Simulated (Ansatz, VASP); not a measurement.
**Two plane-wave programs on TiN**

```
Ti N
1.0
     0.00000    2.12332    2.12332
     2.12332    0.00000    2.12332
     2.12332    2.12332    0.00000
Ti N
1 1
Direct
  0.00000 0.00000 0.00000
  0.50000 0.50000 0.50000
```

Alike in both runs: functional PBE; k mesh 18 × 18 × 18; occupations gaussian, width 0.1 eV; no spin polarisation.

Ansatz relaxed the structure, and its values are those at the end. VASP's run is a single point on that final structure, the one shown.

```csv
,VASP,Ansatz
version,VASP 6.6.1,Ansatz 0.2.0
potentials or method,"VASP PAW PBE potentials, release 64 (Ti_sv, N)","scalar-relativistic, plane waves, PAW"
plane-wave cutoff (eV),520,420
valence electrons in the cell,17,17
```

```tsv
	VASP	Ansatz	Ansatz less VASP
gap on the k mesh at the Fermi level (eV)	none	none	-
pressure (GPa)	0.5	0.0	-0.47
```

A gap of «none» marks a metal or a gap that the smearing closes.
